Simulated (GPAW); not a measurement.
# GaN (P6_3mc) in GPAW: settings compared, part 2 of 2

GPAW 26.7.0.

**4. G0W0 quasiparticle levels, PBEsol**

Input file run.py:

```python
import json
import numpy as np
from ase.dft.bandgap import bandgap
from ase.io import read, write
from gpaw import GPAW, PW, setup_paths
from gpaw.response.g0w0 import G0W0

setup_paths.insert(0, '.')

atoms = read('GaN.xyz')

calc = GPAW(mode=PW(550),
            xc='PBEsol',
            kpts={'size': (3, 3, 2), 'gamma': True},
            occupations={'name': 'fermi-dirac', 'width': 0.05},
            nbands=18,
            convergence={'density': 1e-06},
            maxiter=60,
            txt='gpaw.txt')
atoms.calc = calc
energy = atoms.get_potential_energy()
calc.write('gs.gpw')
write('result.traj', atoms)
print(f'Energy: {energy:.6f} eV')
print('Fermi level:', round(calc.get_fermi_level(), 4), 'eV')
print(f'Gap: {bandgap(calc)[0]:.4f} eV, direct: {bandgap(calc, direct=True)[0]:.4f} eV')

calc.diagonalize_full_hamiltonian(nbands=294)
calc.write('full.gpw', mode='all')

ibz = calc.get_ibz_k_points()
gap, vbm, cbm = bandgap(calc, output=None)
gap, direct, _ = bandgap(calc, direct=True, output=None)
gamma = int(np.abs(ibz).sum(1).argmin())
kpts = sorted({gamma, vbm[1], cbm[1], direct[1]})
gw = G0W0(calc='full.gpw',
          filename='gw',
          ecut=200,
          ecut_extrapolation=True,
          relbands=(-2, 2),
          kpts=kpts,
          integrate_gamma='WS',
          ppa=True)
gw.calculate()
results = {mode: {key: np.asarray(r[key]).tolist() for key in ['f', 'eps', 'vxc', 'exx', 'sigma', 'Z', 'qp', 'sigma_eskn']}
           for mode, r in gw.all_results.items()}
json.dump({'kpts': ibz[kpts].tolist(), 'results': results}, open('gw.json', 'w'))
for mode, r in results.items():
    f, qp = np.array(r['f']), np.array(r['qp'])
    print(mode, 'quasiparticle energies (eV):')
    print(qp.round(3))
    print(mode, 'gap:', round(qp[f < 0.5].min() - qp[f > 0.5].max(), 4), 'eV')
```

Input file GaN.xyz:

```xyz
4
Lattice="3.1800000000 0.0000000000 0.0000000000 -1.5900000000 2.7539607840 0.0000000000 0.0000000000 0.0000000000 5.1660000000" Properties=species:S:1:pos:R:3 pbc="T T T"
Ga     1.5900000002      0.9179869279      2.5830000000
Ga    -0.0000000002      1.8359738561      0.0000000000
N      1.5900000002      0.9179869279      4.5202500000
N     -0.0000000002      1.8359738561      1.9372500000
```

Potentials or basis: PAW data sets generated in the run's folder for this functional, pw.

Command:

```console
gpaw-setup -x -f PBEsol Ga N
OMP_NUM_THREADS=1 python run.py
```

gpaw.txt:

```text
__  _  _
 | _ |_)|_||  |
 |__||  | ||/\| - 26.7.0

Input parameters:
  mode=PW(ecut=550.0),
  convergence={'density': 1e-06},
  kpts=MonkhorstPack(size=(3, 3, 2), gamma=True),
  maxiter=60,
  nbands=18,
  occupations=Occupations(name='fermi-dirac', width=0.05),
  xc=XC(name='PBEsol')

Diagonalizing LCAO Hamiltonian
Converting LCAO to pw mode

           N

           Ga
        N

        Ga

Atoms  # Å, Bohr magnetons
|   | symbol |         x |        y |        z |    initial magnetic moments |
|---|--------|-----------|----------|----------|-----------------------------|
| 0 |     Ga |  1.590000 | 0.917987 | 2.583000 | ( 0.0000,  0.0000,  0.0000) |
| 1 |     Ga | -0.000000 | 1.835974 | 0.000000 | ( 0.0000,  0.0000,  0.0000) |
| 2 |      N |  1.590000 | 0.917987 | 4.520250 | ( 0.0000,  0.0000,  0.0000) |
| 3 |      N | -0.000000 | 1.835974 | 1.937250 | ( 0.0000,  0.0000,  0.0000) |

Unit cell  # Å
[... 142 lines left out ...]
|iter:   4| |  -25.071213 | -3.00 | -1.30 |
|iter:   5| |  -25.068624 | -3.50 | -1.59 |
|iter:   6| |  -25.068652c| -5.45 | -2.88 |
|iter:   7| |  -25.068670c| -6.12 | -3.22 |
|iter:   8| |  -25.068668c| -6.80 | -3.84 |
|iter:   9| |  -25.068668c| -7.52c| -4.41 |
|iter:  10| |  -25.068668c| -8.21c| -4.95 |
|iter:  11| |  -25.068668c| -9.27c| -5.68 |
|iter:  12| |  -25.068668c|-10.03c| -6.26c|

Converged in 12 steps
Energy contributions relative to reference atoms: (reference = -108640.810967)

Energy contributions:
  Kinetic:          66.662527
  Coulomb:         -57.128889
  Zero:              0.043469
  External:          0.000000
  Xc:              -34.645775
  Entropy:          -0.000000
  Spinorbit:         0.000000
  ----------------------------
  Free energy:     -25.068668
  Extrapolated:    -25.068668

dipole moment: (-0.000023, -0.000040, -11.543568)  # |e|*Ang

Fermi level: 7.518
Eigenvalues  # (at kpt = [0.000, 0.000, 0.000])
| band index |      eig [eV] | occ [0-2] |
|------------|---------------|-----------|
|          0 |        -9.545 |     2.000 |
|          1 |        -7.114 |     2.000 |
|          2 |        -0.705 |     2.000 |
|          3 |         5.466 |     2.000 |
|          4 |         5.466 |     2.000 |
|          5 |         6.455 |     2.000 |
[... 8 lines left out ...]
|         14 |        18.211 |     0.000 |
|         15 |        18.211 |     0.000 |
|        ... |               |           |
|         17 |        21.608 |     0.000 |

Gap: 1.926 eV
Transition (v -> c):
  (s=0, k=0, n=7, [0.00, 0.00, 0.00]) -> (s=0, k=0, n=8, [0.00, 0.00, 0.00])
No difference between direct/indirect transitions
# Writing to gs.gpw (mode='')

Matrix size: 1350x1350
# Writing to full.gpw (mode='all')
```

gw.w.txt:

```text
FrequencyGridDescriptor(from 0.000+0.000j to 0.000+27.211j eV, 2 points)
FrequencyGridDescriptor(from 0.000+0.000j to 0.000+27.211j eV, 2 points)

BZ k-points: Symmetries present (total): 6

18 k-points: 3 x 3 x 2 Monkhorst-Pack grid + [0.000000,0.000000,1/4]
6 k-points in the irreducible part of the Brillouin zone
       k-points in crystal coordinates                weights
[... 132 lines left out ...]
dsigma:  Self-energy derivatives
Z:       Renormalization factors
qp:      QP-energies [eV]

k-point 0 (0): (0.000, 0.000, 0.000)                GW
band       f     eps     vxc     exx   sigma  dsigma       Z      qp
                                                                   GW
   6   1.000   6.540 -18.969 -22.629   2.462  -0.294   0.773   5.614
   7   1.000   6.540 -18.969 -22.629   2.462  -0.294   0.773   5.614
   8   0.000   8.466 -15.865 -11.068  -4.009  -0.245   0.803   9.099
   9   0.000  10.760 -15.345  -9.826  -4.427  -0.228   0.814  11.650
```

Wall time 2.6 min (1 thread of Arm Neoverse V2, shared host); peak memory 0.39 GiB.

The run converged, but some of its settings lie outside the range that counts as converged, so its numbers aren't taken as properties of the crystal.

What came out:

- Free energy: -25.0687 eV
- Band gap on the k mesh, mean-field level: 1.93 eV, direct
- Quasiparticle gap: 3.48 eV
- Least direct quasiparticle gap: 3.48 eV

Caveat: the k mesh is coarse (spacing up to 0.76 Å⁻¹), so the values aren't converged; the quasiparticle gap is taken among the few k points that were corrected; the k mesh is too small for a converged quasiparticle gap; the long-wavelength limit can be off by a per cent or two.

**5. G0W0 quasiparticle levels, PBEsol**

Changes to run.py since step 4:

```diff
@@ -17,3 +17,3 @@
             convergence={'density': 1e-06},
-            maxiter=60,
+            maxiter=80,
             txt='gpaw.txt')
@@ -27,3 +27,3 @@
 
-calc.diagonalize_full_hamiltonian(nbands=294)
+calc.diagonalize_full_hamiltonian(nbands=29)
 calc.write('full.gpw', mode='all')
@@ -37,7 +37,8 @@
           filename='gw',
-          ecut=200,
-          ecut_extrapolation=True,
-          relbands=(-2, 2),
+          ecut=40,
+          ecut_extrapolation=False,
+          relbands=(-1, 1),
           kpts=kpts,
-          integrate_gamma='WS',
+          integrate_gamma='reciprocal',
+          nbands=25,
           ppa=True)
```

GaN.xyz is that of step 4.

Potentials or basis: PAW data sets generated in the run's folder for this functional, pw.

Command:

```console
gpaw-setup -x -f PBEsol Ga N
OMP_NUM_THREADS=1 python run.py
```

gpaw.txt:

```text
__  _  _
 | _ |_)|_||  |
 |__||  | ||/\| - 26.7.0

Input parameters:
  mode=PW(ecut=550.0),
  convergence={'density': 1e-06},
  kpts=MonkhorstPack(size=(3, 3, 2), gamma=True),
  maxiter=80,
  nbands=18,
  occupations=Occupations(name='fermi-dirac', width=0.05),
  xc=XC(name='PBEsol')

Diagonalizing LCAO Hamiltonian
Converting LCAO to pw mode

           N

           Ga
        N

        Ga

Atoms  # Å, Bohr magnetons
|   | symbol |         x |        y |        z |    initial magnetic moments |
|---|--------|-----------|----------|----------|-----------------------------|
| 0 |     Ga |  1.590000 | 0.917987 | 2.583000 | ( 0.0000,  0.0000,  0.0000) |
| 1 |     Ga | -0.000000 | 1.835974 | 0.000000 | ( 0.0000,  0.0000,  0.0000) |
| 2 |      N |  1.590000 | 0.917987 | 4.520250 | ( 0.0000,  0.0000,  0.0000) |
| 3 |      N | -0.000000 | 1.835974 | 1.937250 | ( 0.0000,  0.0000,  0.0000) |

Unit cell  # Å
[... 142 lines left out ...]
|iter:   4| |  -25.071213 | -3.00 | -1.30 |
|iter:   5| |  -25.068624 | -3.50 | -1.59 |
|iter:   6| |  -25.068652c| -5.45 | -2.88 |
|iter:   7| |  -25.068670c| -6.12 | -3.22 |
|iter:   8| |  -25.068668c| -6.80 | -3.84 |
|iter:   9| |  -25.068668c| -7.52c| -4.41 |
|iter:  10| |  -25.068668c| -8.21c| -4.95 |
|iter:  11| |  -25.068668c| -9.27c| -5.68 |
|iter:  12| |  -25.068668c|-10.03c| -6.26c|

Converged in 12 steps
Energy contributions relative to reference atoms: (reference = -108640.810967)

Energy contributions:
  Kinetic:          66.662527
  Coulomb:         -57.128889
  Zero:              0.043469
  External:          0.000000
  Xc:              -34.645775
  Entropy:          -0.000000
  Spinorbit:         0.000000
  ----------------------------
  Free energy:     -25.068668
  Extrapolated:    -25.068668

dipole moment: (-0.000023, -0.000040, -11.543568)  # |e|*Ang

Fermi level: 7.518
Eigenvalues  # (at kpt = [0.000, 0.000, 0.000])
| band index |      eig [eV] | occ [0-2] |
|------------|---------------|-----------|
|          0 |        -9.545 |     2.000 |
|          1 |        -7.114 |     2.000 |
|          2 |        -0.705 |     2.000 |
|          3 |         5.466 |     2.000 |
|          4 |         5.466 |     2.000 |
|          5 |         6.455 |     2.000 |
[... 8 lines left out ...]
|         14 |        18.211 |     0.000 |
|         15 |        18.211 |     0.000 |
|        ... |               |           |
|         17 |        21.608 |     0.000 |

Gap: 1.926 eV
Transition (v -> c):
  (s=0, k=0, n=7, [0.00, 0.00, 0.00]) -> (s=0, k=0, n=8, [0.00, 0.00, 0.00])
No difference between direct/indirect transitions
# Writing to gs.gpw (mode='')

Matrix size: 1350x1350
# Writing to full.gpw (mode='all')
```

Wall time 22 s (1 thread of Arm Neoverse V2, shared host); peak memory 0.35 GiB.

The run converged, but some of its settings lie outside the range that counts as converged, so its numbers aren't taken as properties of the crystal.

Results:

```yaml
Free_energy: -25.0687 eV
Band_gap_on_the_k_mesh_mean-field_level: 1.93 eV, direct
Quasiparticle_gap: 3.01 eV
Least_direct_quasiparticle_gap: 3.01 eV
```

Caveat: the k mesh is coarse (spacing up to 0.76 Å⁻¹), so the values aren't converged; the quasiparticle gap is taken among the few k points that were corrected; on this mesh the treatment of q = 0 moves the result by about a tenth of an eV; the k mesh is too small for a converged quasiparticle gap; the long-wavelength limit can be off by a per cent or two.
